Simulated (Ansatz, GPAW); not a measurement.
Given: the input of a run of Ansatz 0.2.0 on Al3Cu. Atoms were shifted at random by some hundredths of an Å from the given cell, which wasn't relaxed again for these runs. The cell comes from a database or a generator and needn't be the stable form of this composition.

input.yaml

```yaml
crystal:
  lattice:
    - [2.7784054294, 0.0, 0.0]
    - [0.0, 2.7784054294, 0.0]
    - [0.0, 0.0, 7.51340341]
  atoms:
    - { symbol: Cu, position: [-0.009526, 0.006781, -0.004226] }
    - { symbol: Al, position: [0.495012, 0.499183, 0.771873] }
    - { symbol: Al, position: [0.500286, 0.499977, 0.230683] }
    - { symbol: Al, position: [0.004466, -0.005605, 0.49774] }
kpoints:
  mp_grid: { grid: [10, 10, 4] }
scf:
  occupations: { method: fermi_dirac, width: 0.05 }
hamiltonian:
  xc: pbesol
  pseudopotentials: { kind: all_electron, lapw: { basis_error: 0.001 } }
output:
  forces: true
  stress: true
  eigenvalues: true
  populations: true
```

Potentials or basis: all-electron LAPW, scalar-relativistic.

Command:

```bash
$ ansatz run input.yaml --threads 2 --pin off --max-ram 8192MiB --backend cpu --events-out ev --progress --plain --runs-dir out
```

**Question.** What does the same run look like in GPAW 26.7.0 (ASE script)? Potentials or basis there: PAW data sets generated for this functional, cutoff 600 eV.

**Answer.** As run (cutoffs and basis follow the program's own potentials, and thresholds, step limits or extra output files can differ):

The input run.py:

```python
from ase import Atoms
from ase.dft.bandgap import bandgap
from ase.io import write
from ase.units import GPa
from gpaw import GPAW, PW, setup_paths

setup_paths.insert(0, '.')

atoms = Atoms(['Cu', 'Al', 'Al', 'Al'],
              cell=[[2.7784054294, 0.0, 0.0],
                    [0.0, 2.7784054294, 0.0],
                    [0.0, 0.0, 7.51340341]],
              scaled_positions=[[-0.009526, 0.006781, -0.004226],
                                [0.495012, 0.499183, 0.771873],
                                [0.500286, 0.499977, 0.230683],
                                [0.004466, -0.005605, 0.49774]],
              pbc=True)

calc = GPAW(mode=PW(600),
            xc='PBEsol',
            kpts={'size': (10, 10, 4), 'gamma': True},
            occupations={'name': 'fermi-dirac', 'width': 0.05},
            nbands=22,
            convergence={'density': 1e-05, 'energy': 1e-05},
            maxiter=150,
            txt='gpaw.txt')
atoms.calc = calc
energy = atoms.get_potential_energy()
forces = atoms.get_forces()
stress = atoms.get_stress()
calc.write('gs.gpw')
write('result.traj', atoms)
print(f'Energy: {energy:.6f} eV')
print('Forces (eV/A):')
print(forces.round(4))
print('Stress (GPa):', (stress / GPa).round(3))
print('Fermi level:', round(calc.get_fermi_level(), 4), 'eV')
print(f'Gap: {bandgap(calc)[0]:.4f} eV, direct: {bandgap(calc, direct=True)[0]:.4f} eV')
```

Potentials or basis: PAW data sets generated in the run's folder for this functional, pw.

Run with:

```bash
$ gpaw-setup -f PBEsol Al Cu
$ OMP_NUM_THREADS=1 python run.py
```

Both were run:

|  | Ansatz | GPAW |
| --- | --- | --- |
| Pressure | 0.9 GPa | 1.5 GPa |
| Largest force | 0.576 eV/Å | 0.541 eV/Å |

Where Ansatz's input types no cutoff or centring, it takes its own default and a Γ-centred mesh.

Pressure is positive in compression.
